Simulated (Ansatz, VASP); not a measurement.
## MgS in VASP and in Ansatz

File INCAR:

```
SYSTEM = MgS
  ALGO = Normal
  EDIFF = 1E-7
  EDIFFG = -0.002
  ENCUT = 600
  GGA = CA
  IBRION = 2
  ISIF = 3
  ISMEAR = 0
  LASPH = .TRUE.
  LCHARG = .FALSE.
  LREAL = .FALSE.
  LWAVE = .FALSE.
  NELM = 100
  NSW = 100
  PREC = Accurate
  SIGMA = 0.02
```

KPOINTS

```
k-points
0
G
  8 8 8
  0 0 0
```

Contents of POSCAR:

```
MgS
1.0
    0.0000000000      2.8300000000      2.8300000000
    2.8300000000      0.0000000000      2.8300000000
    2.8300000000      2.8300000000      0.0000000000
Mg S
1 1
Direct
    0.0000000000      0.0000000000      0.0000000000
    0.2500000000      0.2500000000      0.2500000000
```

Input for Ansatz:

```yaml
crystal:
  lattice:
    - [0.0, 2.83, 2.83]
    - [2.83, 0.0, 2.83]
    - [2.83, 2.83, 0.0]
  atoms:
    - { symbol: Mg, position: [0.0, 0.0, 0.0] }
    - { symbol: S, position: [0.25, 0.25, 0.25] }
basis:
  ecutwfc: 420
kpoints:
  mp_grid: { grid: [8, 8, 8] }
hamiltonian:
  xc: lda
  pseudopotentials: { kind: paw, azcp: { folder: soft_1 } }
scf:
  occupations: { method: gaussian, width: 0.02 }
output:
  forces: true
  stress: true
  eigenvalues: true
  write_density: true
  write_potential: true
  elf: true
  volumetric_format: npy
relax:
  adjacent_minimum: "off"
  f_tol: 0.002
  max_steps: 80
  cell: { stress_tol: 0.02 }
```

The cell was built by a generator and needn't be a form met in nature.

Alike in both runs: task relaxation of cell and atoms; functional LDA; k mesh 8 × 8 × 8; occupations gaussian, width 0.02 eV; no spin polarisation.

|  | VASP | Ansatz |
| --- | --- | --- |
| version | VASP 6.6.1 | Ansatz 0.2.0 |
| potentials or method | VASP PAW LDA potentials, release 64 (Mg, S) | scalar-relativistic, plane waves, PAW |
| plane-wave cutoff (eV) | 600 | 420 |
| valence electrons in the cell | 8 | 16 |

```csv
,VASP,Ansatz,Ansatz less VASP
"gap on the k mesh at the Fermi level, each at its own relaxed structure (eV)",3.40,3.36,-0.038
relaxed volume (Å³/atom),21.77,21.88,+0.111
relaxed cell length with the largest relative difference (Å),3.949,3.955,+0.0067
energy change over the relaxation (meV/atom),-7,-5,+1.6
```

The two sets of potentials don't hold the same shells in valence. Ansatz warned: «pseudo_functional_mismatch».

A k mesh can miss the band edges.
